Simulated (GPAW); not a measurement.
The S K edge of atom 1 in BeS (F-43m), with 4 Be at 2.10 Å (tetrahedral, site symmetry -43m), was computed in 2 ways: full core hole (charged cell) and no core hole. Program and functional: GPAW, PBE, Gaussian full width 0.9 eV up to 4 eV, rising linearly to 3.5 eV at 25 eV; cells of 2 and 12 atoms (the run without a hole in the smaller).

Each run is counted from its own lowest empty level or Fermi level and scaled to a mean of 1 over its first 20 eV.

| E (eV) | run 1 | run 2 |
| --- | --- | --- |
| -2.0 | 0.00 | 0.00 |
| -1.5 | 0.00 | 0.00 |
| -1.0 | 0.00 | 0.00 |
| -0.5 | 0.00 | 0.00 |
| 0.0 | 0.02 | 0.01 |
| 0.5 | 0.09 | 0.03 |
| 1.0 | 0.24 | 0.08 |
| 1.5 | 0.55 | 0.17 |
| 2.0 | 1.11 | 0.33 |
| 2.5 | 1.67 | 0.56 |
| 3.0 | 1.93 | 0.82 |
| 3.5 | 2.03 | 1.22 |
| 4.0 | 1.91 | 1.38 |
| 4.5 | 1.60 | 1.25 |
| 5.0 | 1.52 | 1.24 |
| 5.5 | 1.48 | 1.75 |
| 6.0 | 1.30 | 1.86 |
| 6.5 | 1.21 | 1.21 |
| 7.0 | 1.20 | 1.01 |
| 7.5 | 1.11 | 1.44 |
| 8.0 | 1.00 | 1.61 |
| 8.5 | 0.97 | 1.36 |
| 9.0 | 0.97 | 1.11 |
| 9.5 | 0.98 | 1.05 |
| 10.0 | 0.96 | 1.06 |
| 10.5 | 0.92 | 1.07 |
| 11.0 | 0.90 | 1.05 |
| 11.5 | 0.88 | 1.00 |
| 12.0 | 0.89 | 0.97 |
| 12.5 | 0.94 | 1.00 |
| 13.0 | 1.04 | 1.09 |
| 13.5 | 1.11 | 1.16 |
| 14.0 | 1.10 | 1.18 |
| 14.5 | 1.01 | 1.17 |
| 15.0 | 0.90 | 1.13 |
| 15.5 | 0.81 | 1.07 |
| 16.0 | 0.75 | 1.00 |
| 16.5 | 0.72 | 0.95 |
| 17.0 | 0.71 | 0.92 |
| 17.5 | 0.68 | 0.89 |
| 18.0 | 0.65 | 0.87 |
| 18.5 | 0.61 | 0.85 |
| 19.0 | 0.57 | 0.82 |
| 19.5 | 0.54 | 0.79 |
| 20.0 | 0.53 | 0.75 |
| 20.5 | 0.52 | 0.71 |
| 21.0 | 0.53 | 0.66 |
| 21.5 | 0.54 | 0.61 |
| 22.0 | 0.55 | 0.58 |
| 22.5 | 0.57 | 0.56 |
| 23.0 | 0.59 | 0.55 |
| 23.5 | 0.60 | 0.55 |
| 24.0 | 0.61 | 0.56 |
| 24.5 | 0.63 | 0.57 |
| 25.0 | 0.64 | 0.58 |
| 25.5 | 0.65 | 0.60 |
| 26.0 | 0.65 | 0.62 |
| 26.5 | 0.64 | 0.64 |
| 27.0 | 0.62 | 0.63 |
| 27.5 | 0.61 | 0.62 |
| 28.0 | 0.60 | 0.59 |

The database entry behind the starting cell differs from later determinations by our own check (0.1 to 0.3 % short, probably kX units), so it need not match the best structure at ambient conditions.

Q: Which run is which?

Run 1: full core hole (charged cell) (area from −2 to 6 eV 7.4, main maxima 3.5 eV (2.03) and 13.7 eV (1.12)). Run 2: no core hole (area from −2 to 6 eV 4.9, main maxima 3.9 eV (1.38), 5.8 eV (1.94), 7.9 eV (1.62) and 14.1 eV (1.18)). With each curve scaled to its own mean, the area from −2 to 6 eV with the hole is 7.4 against 4.9, and the centre of weight from −1 to 20 eV moves by -1.4 eV: the hole pulls the absorber's empty states down.

[Hosts, paths, dates, database ids (printed as entryN), source tags and the programs' standing remarks are cut or masked in the printed files.]

[Lists of maxima count a maximum above −3 eV only where it reaches 4 % of the highest in the window and stands out from its surroundings by 2 % of it (1.5 % where it reaches 55 %); shoulders and weaker maxima are passed over, and of the rest the first, up to two pre-edge ones and the few strongest are named.]
